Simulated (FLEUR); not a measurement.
# TiO2 (Anatase) (I4_1/amd) in FLEUR: single point with PBE

Aim: the single point of TiO2 (Anatase) with PBE.

Program: FLEUR MaX-R8.1 (later development tree). These are calculated values, not measurements. Logs are shortened: lines on timing, memory, paths and dates and some standing lists are left out, and cuts for length are marked.

### 1 The crystal as given

It takes space group I4_1/amd (No. 141, tetragonal). The conventional cell has a = 3.784 Å, b = 3.784 Å, c = 9.515 Å, α = 90.00°, β = 90.00°, γ = 90.00°. Ti (site symmetry -4m2) is surrounded by 6 O at 1.93 to 1.98 Å. O (site symmetry 2mm) is surrounded by 3 Ti at 1.93 to 1.98 Å.

### 2 Single point, PBE

File inp.xml:

```xml
<?xml version="1.0" encoding="UTF-8" standalone="no"?>
<fleurInput fleurInputVersion="0.39">
   <comment>
      TiO2                                                                                                
   </comment>
   <calculationSetup>
      <cutoffs Kmax="5.21" Gmax="16.2" GmaxXC="16.2" numbands="0"/>
      <scfLoop itmax="60" minDistance="0.00001" maxIterBroyd="15" imix="Anderson" alpha="0.05" precondParam="0.0" spinf="2.0" sdNocoIR="T"/>
      <coreElectrons ctail="T" frcor="F" kcrel="0" coretail_lmax="0"/>
      <xcFunctional name="pbe" relativisticCorrections="F"/>
      <magnetism jspins="1"/>
      <soc l_soc="F" theta="0.0" phi="0.0" spav="F"/>
      <expertModes spex="0" secvar="F"/>
      <geometryOptimization l_f="T" forcealpha="1.0" forcemix="BFGS" epsdisp="0.0005" epsforce="0.0002"/>
      <ldaU l_linMix="F" mixParam="0.05" spinf="1.0"/>
   </calculationSetup>
   <cell>
      <bzIntegration valenceElectrons="48.0" mode="hist" fermiSmearingEnergy="0.00183747">
         <kPointListSelection listName="default-1"/>
         <!-- k-points included here -->
         <xi:include xmlns:xi="http://www.w3.org/2001/XInclude" href="kpts.xml"> </xi:include>
      </bzIntegration>
      <!-- symmetry operations included here -->
      <xi:include xmlns:xi="http://www.w3.org/2001/XInclude" href="sym.xml"> </xi:include>
      <bulkLattice scale="1.0">
         <bravaisMatrix>
            <row-1>   -3.5755508003556598     3.5755508003556598     8.9899940925595789</row-1>
            <row-2>    3.5755508003556598    -3.5755508003556598     8.9899940925595789</row-2>
            <row-3>    3.5755508003556598     3.5755508003556598    -8.9899940925595789</row-3>
         </bravaisMatrix>
      </bulkLattice>
   </cell>
   <atomSpecies>
      <species name="Titanium (Ti)" element="Ti" atomicNumber="22">
         <mtSphere radius="1.88" gridPoints="635" logIncrement="0.019"/>
         <atomicCutoffs lmax="8" lnonsphr="8"/>
         <electronConfig flipSpins="F">
            <coreConfig>(1s1/2) (2s1/2) (2p1/2) (2p3/2)</coreConfig>
            <valenceConfig>(3s1/2) (3p1/2) (3p3/2) (4s1/2) (3d3/2) (3d5/2)</valenceConfig>
            <stateOccupation state="(3d3/2)" spinUp="0.400000" spinDown="0.400000"/>
            <stateOccupation state="(3d5/2)" spinUp="0.600000" spinDown="0.600000"/>
         </electronConfig>
         <energyParameters s="4" p="4" d="3" f="4"/>
         <lo type="SCLO" l="0" n="3" eDeriv="0"/>
         <lo type="SCLO" l="1" n="3" eDeriv="0"/>
         <lo type="SCLO" l="1" n="3" eDeriv="1"/>
         <lo type="SCLO" l="2" n="3" eDeriv="2"/>
         <lo type="SCLO" l="3" n="4" eDeriv="2"/>
      </species>
      <species name="Oxygen (O)" element="O" atomicNumber="8">
         <mtSphere radius="1.44" gridPoints="487" logIncrement="0.022"/>
         <atomicCutoffs lmax="8" lnonsphr="8"/>
         <electronConfig flipSpins="F">
            <coreConfig>(1s1/2)</coreConfig>
            <valenceConfig>(2s1/2) (2p1/2) (2p3/2)</valenceConfig>
            <stateOccupation state="(2p1/2)" spinUp="0.666667" spinDown="0.666667"/>
            <stateOccupation state="(2p3/2)" spinUp="1.333333" spinDown="1.333333"/>
         </electronConfig>
         <energyParameters s="2" p="2" d="3" f="4"/>
         <lo type="SCLO" l="0" n="2" eDeriv="2"/>
         <lo type="SCLO" l="1" n="2" eDeriv="2"/>
         <lo type="SCLO" l="2" n="3" eDeriv="2"/>
      </species>
   </atomSpecies>
   <atomGroups>
      <atomGroup species="Titanium (Ti)">
         <relPos label="                   1">-1.000/8.000 1.000/8.000 1.000/4.000</relPos>
         <relPos label="                   2">1.000/8.000 -1.000/8.000 -1.000/4.000</relPos>
         <force calculate="T" relaxXYZ="TTT"/>
      </atomGroup>
      <atomGroup species="Oxygen (O)">
         <relPos label="                   3">-.0831000000 -.3331000000 -1.000/4.000</relPos>
         <relPos label="                   4">-.3331000000 -.0831000000 1.000/4.000</relPos>
         <relPos label="                   5">.0831000000 .3331000000 1.000/4.000</relPos>
         <relPos label="                   6">.3331000000 .0831000000 -1.000/4.000</relPos>
         <force calculate="T" relaxXYZ="TTT"/>
      </atomGroup>
   </atomGroups>
   <output dos="F" band="F" slice="F">
      <checks vchk="F" cdinf="F"/>
      <bandDOS minEnergy="-.5*Htr" maxEnergy="0.5*Htr" sigma="0.015" storeEVData="T"/>
      <vacuumDOS vacdos="F" integ="F" star="F" nstars="0" locx1="0.0" locy1="0.0" locx2="0.0" locy2="0.0" nstm="0" tworkf="0.0"/>
      <unfoldingBand unfoldBand="F" supercellX="1" supercellY="1" supercellZ="1"/>
      <plotting iplot="0" polar="F">
         <plot TwoD="T" vec1="  1.0  0.0  0.0" vec2="  0.0  1.0  0.0" vec3="  0.0  0.0  1.0" zero="  0.0  0.0  0.0" file="plot"/>
      </plotting>
      <chargeDensitySlicing numkpt="0" minEigenval="0.0" maxEigenval="0.0" nnne="0" pallst="F"/>
      <specialOutput eonly="F"/>
      <moessbauerParams electricFieldGradient="T" isomerShift="T" coreHyperfine="T" valenceHyperfine="T"/>
      <magneticCircularDichroism mcd="F" energyLo="-10.0" energyUp="0.0"/>
   </output>
  <!-- We include the file relax.xml here to enable relaxations (see documentation) -->
  <xi:include xmlns:xi="http://www.w3.org/2001/XInclude" href="relax.xml"> <xi:fallback/> </xi:include>
</fleurInput>
```

File crystal.txt:

```
TiO2
&input cartesian=F /
-1.8921000000  1.8921000000  4.7573000000
1.8921000000  -1.8921000000  4.7573000000
1.8921000000  1.8921000000  -4.7573000000
1.8897261246
1.0 1.0 1.0

6
22 0.7500000000  0.2500000000  0.5000000000
22 0.0000000000  0.0000000000  0.0000000000
8 0.7919000000  0.7919000000  0.0000000000
8 0.5419000000  0.0419000000  0.5000000000
8 0.9581000000  0.4581000000  0.5000000000
8 0.2081000000  0.2081000000  0.0000000000

&kpt div1=10 div2=10 div3=10 gamma=T /
```

Potentials or basis: all-electron, FLAPW.

On the command line:

```bash
$ inpgen -f crystal.txt -profile fastHighL
$ # inp.xml edited to the form shown
$ mpirun -n 4 fleur_MPI -pe_per_kpt 1
```

What it wrote:

```text
Welcome to FLEUR        (www.flapw.de)
      MaX-Release 8.1          (www.max-centre.eu)

 ========== k-point set info ==========
 Selected k-point list: default-1
 k-point list type: mesh
 10 x 10 x 10
 Number of k points: 102

 ------------Calculation Setup---------------------------
 Number of MPI-tasks      :            4
 Number of PE/node        :            4
 Number of OMP-threads    :            1
 Using exactly            1  PE per kpt
 k-points in parallel     :            4
 pe's per k-point         :            1
 Using exactly            1  PE per kpt
 Using exactly            1  PE per kpt
 Using exactly            1  PE per kpt
 No of k-point loops      :           25
 Info/Warning             : your k-point parallelism is not fully load-balanced
 Eigenvalue solver        :       lapack
 Number of basis functions:         1326
 Approximate size of matrices (H+S) per k-point:         0.026 GB
 --------------------------------------------------------
 Iteration:     1   Distance:      35.27871771 me/bohr^3
 Iteration:     2   Distance:      29.45524302 me/bohr^3
 Iteration:     3   Distance:      10.33748772 me/bohr^3
 Iteration:     4   Distance:      10.50093452 me/bohr^3
 Iteration:     5   Distance:       4.30309314 me/bohr^3
 Iteration:     6   Distance:       1.63115864 me/bohr^3
 Iteration:     7   Distance:       1.06473023 me/bohr^3
 Iteration:     8   Distance:       0.51342184 me/bohr^3
 Iteration:     9   Distance:       0.07947526 me/bohr^3
 Iteration:    10   Distance:       0.16003053 me/bohr^3
 Iteration:    11   Distance:       0.05959170 me/bohr^3
 Iteration:    12   Distance:       0.00359136 me/bohr^3
 Iteration:    13   Distance:       0.00228340 me/bohr^3
 Iteration:    14   Distance:       0.00022690 me/bohr^3
 Iteration:    15   Distance:       0.00030575 me/bohr^3
 Iteration:    16   Distance:       0.00023036 me/bohr^3
 Iteration:    17   Distance:       0.00006919 me/bohr^3
 Iteration:    18   Distance:       0.00001434 me/bohr^3
 Iteration:    19   Distance:       0.00000340 me/bohr^3

 Reset of history

 ********************************************************************
 Run finished successfully
 Stop message:
   Structural relaxation: new displacements generated
 ********************************************************************
```

It took 7 min on 4 MPI ranks of Arm Neoverse V2, shared host.

Results:

```yaml
Free_energy: -54669.0109 eV
Largest_force: 0.107 eV/Å
Band_gap_on_the_k_mesh: 2.13 eV, indirect (least direct gap 2.46 eV)
Valence_electrons_inside_the_program's_atomic_spheres: Ti 9.12; O 4.69 (radii Ti 1.88, O 1.44 bohr)
```

Forces in eV/Å, atoms in the order of the input:
```
Ti   0.000  0.000  0.000
Ti   0.000  0.000  0.000
O    0.000  0.000 -0.107
O    0.000  0.000 -0.107
O    0.000  0.000  0.107
O    0.000  0.000  0.107
```

Core levels (eV from the Fermi level):
```
atom                                                   levels
1 Ti  1s1/2 -4861.7, 2s1/2 -531.1, 2p1/2 -442.2, 2p3/2 -436.5
2 Ti  1s1/2 -4861.7, 2s1/2 -531.1, 2p1/2 -442.2, 2p3/2 -436.5
 3 O                                             1s1/2 -503.9
 4 O                                             1s1/2 -503.9
 5 O                                             1s1/2 -503.9
 6 O                                             1s1/2 -503.9
```

A k mesh can miss the band edges. A hybrid or GW would open this gap; PBE tends to underestimate it.
